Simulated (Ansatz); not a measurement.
The system is Si.

```xyz
2
Lattice="0.0000 2.7219 2.7219 2.7219 0.0000 2.7219 2.7219 2.7219 0.0000" Properties=species:S:1:pos:R:3 pbc="T T T"
Si    2.7219    2.7219    2.7219
Si    4.0828    4.0828    4.0828
```

- Program: Ansatz 0.2.0
- Task: relaxation of cell and atoms
- Functional: BLYP
- Potentials or basis: all-electron LAPW, scalar-relativistic
- Basis error allowed: 0.001 eV/atom
- k mesh: 8 × 8 × 8
- Occupations: fermi-dirac, width 0.05 eV
- Spin: no spin polarisation

At the start: volume 20.16 Å³/atom.

Problem. Where does the relaxation end?

Solution. Over 5 steps the energy falls by 12.6 meV/atom and the volume is 21.16 Å³/atom (+5.0 %); space group Fd-3m (No. 227, to 0.05 Å).

The path:
```csv
step,energy change (eV),largest force (eV/Å),volume (Å³)
1,0.0000,0.0000,40.33
2,-0.0232,0.0000,41.75
3,-0.0252,0.0000,42.28
4,-0.0252,0.0000,42.33
5,-0.0252,0.0000,42.33
```

Final structure:
```
Si
1.0
     0.00000    2.76607    2.76607
     2.76607    0.00000    2.76607
     2.76607    2.76607    0.00000
Si
2
Direct
  0.50000 0.50000 0.50000
  0.75000 0.75000 0.75000
```
